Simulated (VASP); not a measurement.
Here is a VASP 6.6.1 calculation.

INCAR

```
AGGAC = 0.0
ALGO = Normal
EDIFF = 1E-7
EDIFFG = -0.003
ENCUT = 400
GGA = BO
IBRION = 2
ISIF = 3
ISMEAR = 0
LASPH = True
LCHARG = False
LREAL = False
LUSE_VDW = True
LWAVE = False
NELM = 60
NSW = 40
PARAM1 = 0.1833333333
PARAM2 = 0.22
PREC = Accurate
PSTRESS = 10
SIGMA = 0.03
```

The input KPOINTS:

```
k-points
0
Gamma
  9 9 6
```

The input POSCAR:

```
Te
1.0
    4.4540000000      0.0000000000      0.0000000000
   -2.2270000000      3.8572771485      0.0000000000
    0.0000000000      0.0000000000      5.9240000000
Te
3
Direct
    0.2690000000      0.0000000000      0.3333333333
    0.0000000000      0.2690000000      0.6666666667
    0.7310000000      0.7310000000      0.0000000000
```

Potentials or basis: VASP PAW PBE potentials, release 64 (Te).

Command:

```bash
$ cat potpaw_PBE.64/Te/POTCAR > POTCAR
$ mpirun -np 1 vasp_std > vasp.out
```

(1) What does it give for the band gap on the k mesh?

(2) Predict the relaxed volume.

(3) What does it give for the relaxed cell?

Answers

(1) 0.07 eV, direct.

(2) 33.49 Å³/atom.

(3) a = 4.396 Å, b = 4.396 Å, c = 6.004 Å, α = 90.00°, β = 90.00°, γ = 120.00°.

Caveat: the cell is relaxed towards a set pressure, so the enthalpy falls and the energy may rise; the PAW data sets were made with another functional, which shifts forces and pressure a little; spin-orbit coupling is left out, which moves the levels of the heavy elements; an odd mesh through Γ misses points on the zone boundary, where band edges often lie.
